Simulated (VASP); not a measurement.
# MgS (P6_3mc) in VASP: further runs

Aim: see how the results for MgS move with the level of theory and the settings. Levels: PBEsol, PBE. Tasks: evGW0 quasiparticle levels, QSGW0 quasiparticle levels, G0W0 quasiparticle levels.

Program: VASP 6.6.1. These are calculated values, not measurements. Logs are shortened: lines on timing, memory, paths and dates and some standing lists are left out, and cuts for length are marked.

**1. The structure**

It takes space group P6_3mc (No. 186, hexagonal). Conventional cell: a = 4.035 Å, b = 4.035 Å, c = 6.432 Å, α = 90.00°, β = 90.00°, γ = 120.00°. Around S (site symmetry 3m) lie 4 Mg at 2.45 to 2.47 Å. Mg (site symmetry 3m) has 4 S at 2.45 to 2.47 Å as nearest neighbours.

The cell comes from a database or a generator and needn't be the stable form of this composition.

**2. EvGW0 quasiparticle levels, PBEsol**

The input, POSCAR:

```
MgS
1.0
    4.0346224068      0.0000000000      0.0000000000
   -2.0173112034      3.4940854990      0.0000000000
    0.0000000000      0.0000000000      6.4322941800
S Mg
2 2
Direct
    0.6666666667      0.3333333333      0.8792441500
    0.3333333333      0.6666666667      0.3792441500
    0.3333333333      0.6666666667      0.9957548500
    0.6666666667      0.3333333333      0.4957548500
```

The input, INCAR.step1:

```
SYSTEM = MgS
PREC     = Accurate       ! precision mode
ENCUT    = 500            ! plane-wave cutoff, eV
EDIFF    = 1E-8           ! SCF threshold, eV
ISMEAR   = 0              ! smearing method
SIGMA    = 0.01           ! smearing width, eV
LREAL    = .False.        ! projectors in reciprocal space
LASPH    = .True.         ! aspherical terms in the spheres
NELM     = 80             ! most SCF steps
ALGO     = Fast           ! electronic algorithm
LWAVE    = .True.         ! write WAVECAR
LCHARG   = .False.        ! write CHGCAR
GGA      = PS             ! functional
KPAR     = 4
```

The input, INCAR.step2:

```
SYSTEM = MgS
PREC     = Accurate       ! precision mode
ENCUT    = 500            ! plane-wave cutoff, eV
EDIFF    = 1E-8           ! SCF threshold, eV
ISMEAR   = 0              ! smearing method
SIGMA    = 0.01           ! smearing width, eV
LREAL    = .False.        ! projectors in reciprocal space
LASPH    = .True.         ! aspherical terms in the spheres
NELM     = 1              ! most SCF steps
ALGO     = Exact          ! electronic algorithm
LWAVE    = .True.         ! write WAVECAR
LCHARG   = .False.        ! write CHGCAR
GGA      = PS             ! functional
NBANDS   = 278            ! bands
LOPTICS  = .True.         ! frequency-dependent dielectric function
ISTART   = 1            
KPAR     = 4
```

The input, INCAR.step3:

```
SYSTEM = MgS
PREC     = Accurate       ! precision mode
ENCUT    = 500            ! plane-wave cutoff, eV
EDIFF    = 1E-8           ! SCF threshold, eV
ISMEAR   = 0              ! smearing method
SIGMA    = 0.01           ! smearing width, eV
LREAL    = .False.        ! projectors in reciprocal space
LASPH    = .True.         ! aspherical terms in the spheres
ALGO     = EVGW0          ! electronic algorithm
LWAVE    = .False.        ! write WAVECAR
LCHARG   = .False.        ! write CHGCAR
GGA      = PS             ! functional
NELMGW   = 4            
NBANDS   = 278            ! bands
ENCUTGW  = 120            ! cutoff of the response function
NOMEGA   = 50             ! frequency points
PRECFOCK = Fast         
ISTART   = 1            
NBANDSGW = 16           
KPAR     = 4
```

The input, KPOINTS:

```
Automatic mesh
0
Gamma
  4 4 2
  0 0 0
```

Potentials or basis: VASP PAW PBE potentials, release 64 (S_GW, Mg_GW).

Started as:

```sh
> cat potpaw_PBE.64/S_GW/POTCAR potpaw_PBE.64/Mg_GW/POTCAR > POTCAR
> cp INCAR.step1 INCAR
> mpirun -np 4 vasp_std > vasp.out
> cp INCAR.step2 INCAR
> mpirun -np 4 vasp_std > vasp.out
> cp INCAR.step3 INCAR
> mpirun -np 4 vasp_std > vasp.out
```

OUTCAR:

```text
SYSTEM = MgS
   PREC = Accurate
   ENCUT = 500
   EDIFF = 1E-8
   ISMEAR = 0
   LREAL = .False.
   LASPH = .True.
   GGA = PS
   NELMGW = 4
   ENCUTGW = 120
   PRECFOCK = Fast
   ISTART = 1

 ion  position               nearest neighbor table
   1  0.667  0.333  0.879-   3 2.45   3 2.45   3 2.45   4 2.47
   2  0.333  0.667  0.379-   4 2.45   4 2.45   4 2.45   3 2.47
   3  0.333  0.667  0.996-   1 2.45   1 2.45   1 2.45   2 2.47
   4  0.667  0.333  0.496-   2 2.45   2 2.45   2 2.45   1 2.47

  LATTYP: Found a hexagonal cell.
 ALAT       =     4.0346224068
 C/A-ratio  =     1.5942741430

  Lattice vectors:

 A1 = (   4.0346224068,   0.0000000000,   0.0000000000)
 A2 = (  -2.0173112034,   3.4940854990,   0.0000000000)
 A3 = (   0.0000000000,   0.0000000000,   6.4322941800)

Analysis of symmetry for initial positions (statically):
=====================================================================
 Subroutine PRICEL returns:
 Original cell was already a primitive cell.

 Routine SETGRP: Setting up the symmetry group for a
 hexagonal supercell.

 Subroutine GETGRP returns: Found 12 space group operations
 (whereof  6 operations were pure point group operations)
 out of a pool of 24 trial point group operations.

The static configuration has the point symmetry C_3v.
 The point group associated with its full space group is C_6v.

Analysis of symmetry for dynamics (positions and initial velocities):
=====================================================================
 Subroutine PRICEL returns:
 Original cell was already a primitive cell.

 Routine SETGRP: Setting up the symmetry group for a
 hexagonal supercell.

 Subroutine GETGRP returns: Found 12 space group operations
 (whereof  6 operations were pure point group operations)
 out of a pool of 24 trial point group operations.

The dynamic configuration has the point symmetry C_3v.
 The point group associated with its full space group is C_6v.

 Subroutine INISYM returns: Found 12 space group operations
 (whereof  6 operations are pure point group operations),
 and found     1 'primitive' translations

----------------------------------------------------------------------------------------

                                     Primitive cell

  volume of cell :      90.6781

  direct lattice vectors                    reciprocal lattice vectors
     4.034622407  0.000000000  0.000000000     0.247854669  0.143098960  0.000000000
    -2.017311203  3.494085499  0.000000000     0.000000000  0.286197919  0.000000000
     0.000000000  0.000000000  6.432294180     0.000000000  0.000000000  0.155465526

  length of vectors
     4.034622407  4.034622407  6.432294180     0.286197919  0.286197919  0.155465526

  position of ions in fractional coordinates (direct lattice)
     0.666666667  0.333333333  0.879244150
     0.333333333  0.666666667  0.379244150
     0.333333333  0.666666667  0.995754850
     0.666666667  0.333333333  0.495754850

  ion indices of the primitive-cell ions
   primitive index   ion index
                 1           1
                 2           2
                 3           3
                 4           4

----------------------------------------------------------------------------------------

 KPOINTS: Automatic mesh

Automatic generation of k-mesh.
 Grid dimensions read from file:
 generate k-points for:    4    4    2

 Generating k-lattice:

  Cartesian coordinates                     Fractional coordinates (reciprocal lattice)
     0.061963667  0.035774740  0.000000000     0.250000000  0.000000000  0.000000000
     0.000000000  0.071549480  0.000000000     0.000000000  0.250000000  0.000000000
     0.000000000  0.000000000  0.077732763     0.000000000  0.000000000  0.500000000

  Length of vectors
     0.071549480  0.071549480  0.077732763

  Shift w.r.t. Gamma in fractional coordinates (k-lattice)
     0.000000000  0.000000000  0.000000000

 Subroutine IBZKPT returns following result:
 ===========================================

 Found      8 irreducible k-points:

 Following reciprocal coordinates:
            Coordinates               Weight
  0.000000  0.000000  0.000000      1.000000
  0.250000  0.000000  0.000000      6.000000
  0.500000  0.000000  0.000000      3.000000
  0.250000  0.250000  0.000000      6.000000
  0.000000  0.000000  0.500000      1.000000
  0.250000  0.000000  0.500000      6.000000
  0.500000  0.000000  0.500000      3.000000
  0.250000  0.250000  0.500000      6.000000
   k-points           NKPTS =      8   k-points in BZ     NKDIM =     32   number of bands    NBANDS=    278
   number of dos      NEDOS =    301   number of ions     NIONS =      4
   total plane-waves  NPLWV =  43200
   dimension x,y,z NGX =    30 NGY =   30 NGZ =   48
   dimension x,y,z NGXF=    60 NGYF=   60 NGZF=   96
   ions per type =               2   2
   NGX,Y,Z   is equivalent  to a cutoff of  12.36, 12.36, 12.41 a.u.
   NGXF,Y,Z  is equivalent  to a cutoff of  24.72, 24.72, 24.81 a.u.
 SYSTEM =  MgS
   PREC   = accura    normal or accurate (medium, high low for compatibility)
   ISTART =      1    job   : 0-new  1-cont  2-samecut
   ICHARG =      0    charge: 1-file 2-atom 10-const
   ISPIN  =      1    spin polarized calculation?
   LNONCOLLINEAR =      F non collinear calculations
   LSORBIT =      F    spin-orbit coupling
   LASPH  =      T    aspherical Exc in radial PAW
   ENCUT  =  500.0 eV  36.75 Ry    6.06 a.u.   7.36  7.36 11.73*2*pi/ulx,y,z
   NELM   =     60;   NELMIN=  2; NELMDL=  0     # of ELM steps
   EDIFF  = 0.1E-07   stopping-criterion for ELM
   LREAL  =      F    real-space projection
   EDIFFG = 0.1E-06   stopping-criterion for IOM
   NSW    =      0    number of steps for IOM
   IBRION =     -1    ionic relax: 0-MD 1-quasi-New 2-CG
   NFREE  =      0    steps in history (QN), initial steepest desc. (CG)
   ISIF   =      0    stress and relaxation
   ISYM   =      3    0-nonsym 1-usesym 2-fastsym
   POTIM  = 0.5000    time-step for ionic-motion
   TEBEG  =    0.0;   TEEND  =   0.0 temperature during run
   PSTRESS=    0.0 pullay stress
   NELECT =      16.0000    total number of electrons
   NUPDOWN=      -1.0000    fix difference up-down
   EMIN   =  10.00;   EMAX   =-10.00  energy-range for DOS
   EFERMI =   0.00;   METHOD = LEGACY
   ISMEAR =     0;   SIGMA  =   0.01  broadening in eV -4-tet -1-fermi 0-gaus
   EFERMI_NEDOS =   21; number of points for ismear=-14 and -15
   IALGO  =     38    algorithm
   IMIX   =      4    mixing-type and parameters
     AMIX     =   0.40;   BMIX     =  1.00
     AMIX_MAG =   1.60;   BMIX_MAG =  1.00
  volume/ion in A,a.u.               =      22.67       152.98
  Fermi-wavevector in a.u.,A,eV,Ry     =   0.918221  1.735187 11.471486  0.843130
  Thomas-Fermi vector in A             =   2.043279
   LORBIT       =      0    0 simple, 1 ext, 2 COOP (PROOUT), +10 PAW based schemes
   GGA     = PS    functional components
   LHFCALC =     T    Hartree Fock is set to
   PRECFOCK=fast      Normal, Fast or Accurate (Low or Medium for compatibility)
   ENCUT4O =  -1.0   cutoff for four orbital integrals eV
   NKREDX  =     1    reduce k-point grid by
   NKREDY  =     1    reduce k-point grid by
   NKREDZ  =     1    reduce k-point grid by
   AEXX    =    1.0000 exact exchange contribution
   HFSCREEN=    0.0000 screening length (either q_TF or 0.3 A-1)
   HFSCREENC=   0.0000 screening length for correlation (either q_TF or 0.3 A-1)
   ENCUTFOCK=  -1.0 apply spherical cutoff to Coloumb kernel
   IVDW    =     0    specifies the selected vdW correction
   LEPSILON=     F    determine dielectric tensor
   LRPA    =     F    only Hartree local field effects (RPA)
   LRPAFORCE           =     F    calculate RPA forces
   ENCUTGW             = 120.0    cutoff for response function in eV
   ENCUTGWSOFT         =  96.0    soft cutoff for Coulomb kernel in GW response function in eV
   ENCUTLF             =  -1.0    cutoff for local field effects
   NELMGW              =     4    number of iterations in solving QP/BSE equation
   NELMHF              =     1    number of iterations in the inner HF iteration
   NKREDLFX            =     1    NKREDLFY  =   1   NKREDLFZ  =   1
 non-spin polarized calculation
 Gauss-broadening in eV      SIGMA  =   0.01
  energy-cutoff  :      500.00
  volume of cell :       90.68
 maximum number of plane-waves:      2340
 NGX is ok and might be reduce to    30
  NGX = 16; NGY = 16; NGZ = 28
   NGX = 15   NGY = 15   NGZ = 23
 maximum number of plane-waves:       287

 QP shifts <psi_nk| G(iteration)W_0 |psi_nk>: iteration 1
 for sc-GW calculations column KS-energies equals QP-energies in previous step
 and V_xc(KS)=  KS-energies - (<T + V_ion + V_H > + <T+V_H+V_ion>^1  + <V_x>^1)

 k-point   1 :       0.0000    0.0000    0.0000
  band No.  KS-energies  QP-energies   sigma(KS)   V_xc(KS)     V^pw_x(r,r')   Z            occupation Imag(sigma)

      1     -10.2624     -11.1047     -13.9957     -12.7718     -20.8504       0.6882       2.0000       1.3469
      2      -9.5189     -10.2403     -14.5092     -13.4279     -21.2292       0.6672       2.0000       1.1393
      3      -2.1266      -3.4034     -12.2081     -10.4450     -14.8137       0.7242       2.0000       0.1200
      4       0.5659      -0.5949     -14.1042     -12.5683     -15.9885       0.7558       2.0000       0.0778
      5       0.5659      -0.5949     -14.1042     -12.5683     -15.9885       0.7558       2.0000       0.0778
      6       0.9906      -0.1260     -14.3501     -12.8789     -16.1160       0.7590       2.0000       0.0749
[... 8 lines left out ...]
     15       9.5212      10.4108      -7.9100      -9.0564      -3.8036       0.7760       0.0000      -0.0932
     16      10.1087      10.7320      -8.6186      -9.4572      -4.1369       0.7433       0.0000      -0.1367

 k-point   2 :       0.2500    0.0000    0.0000
  band No.  KS-energies  QP-energies   sigma(KS)   V_xc(KS)     V^pw_x(r,r')   Z            occupation Imag(sigma)

      1      -9.9782     -10.7822     -14.1713     -12.9987     -20.9713       0.6857       2.0000       1.2750
      2      -9.3951     -10.1174     -14.6172     -13.5459     -21.3007       0.6743       2.0000       1.1086
      3      -1.6617      -2.9212     -12.4348     -10.7174     -14.8821       0.7334       2.0000       0.1081
      4      -0.8391      -2.0646     -12.8634     -11.2207     -15.0049       0.7460       2.0000       0.0897
      5      -0.3889      -1.5656     -13.1922     -11.6266     -15.1952       0.7516       2.0000       0.0840
      6       0.1811      -1.0146     -13.7803     -12.1942     -15.7435       0.7539       2.0000       0.0793
[... 8 lines left out ...]
     15       9.6931      10.4691      -8.1829      -9.2005      -3.9313       0.7626       0.0000      -0.1081
     16      10.1381      10.9246      -7.7825      -8.8048      -3.5680       0.7693       0.0000      -0.1117
[... 574 lines left out ...]
      5      -1.2179      -1.2274     -13.7048      12.4743     -15.7622       0.7542       2.0000       0.0835
      6      -1.2179      -1.2274     -13.7048      12.4743     -15.7622       0.7542       2.0000       0.0835
[... 8 lines left out ...]
     15      11.2606      11.2624      -8.7516      20.0147      -4.0906       0.7387       0.0000      -0.1484
     16      11.2606      11.2624      -8.7516      20.0147      -4.0906       0.7387       0.0000      -0.1484

 k-point   8 :       0.2500    0.2500    0.5000
  band No. old QP-enery  QP-energies   sigma(KS)   T+V_ion+V_H  V^pw_x(r,r')   Z            occupation Imag(sigma)

      1     -10.5318     -10.5517     -14.5855       4.0242     -21.2652       0.6740       2.0000       1.0511
      2     -10.5318     -10.5517     -14.5855       4.0242     -21.2652       0.6740       2.0000       1.0511
      3      -3.2898      -3.3015     -12.3776       9.0718     -14.9566       0.7327       2.0000       0.1175
      4      -3.2898      -3.3015     -12.3776       9.0718     -14.9566       0.7327       2.0000       0.1175
      5      -1.9902      -2.0002     -12.9634      10.9599     -15.1479       0.7502       2.0000       0.0914
      6      -1.9902      -2.0002     -12.9634      10.9599     -15.1479       0.7502       2.0000       0.0914
[... 8 lines left out ...]
     15      10.6723      10.6735      -7.7197      18.3936      -3.4873       0.7718       0.0000      -0.1066
     16      10.6723      10.6735      -7.7197      18.3936      -3.4873       0.7718       0.0000      -0.1066
```

Run time: 4.8 min. Hardware: 4 MPI ranks of Intel Xeon Platinum 8488C (Sapphire Rapids), shared host; peak memory 1.2 GiB.

Results:

| Property | Result |
| --- | --- |
| Band gap on the k mesh, mean-field level | 3.27 eV, direct |
| Quasiparticle gap | 5.32 eV |
| Least direct quasiparticle gap | 5.32 eV |

Quasiparticle gap after each update of the energies (eV): 4.98, 5.26, 5.31, 5.32

Caveat: the k mesh is coarse (spacing up to 0.49 Å⁻¹), so the values aren't converged; bands, screening cutoff and mesh are small and nothing is extrapolated, so the quasiparticle values aren't converged.

[end of part 1 of 3]
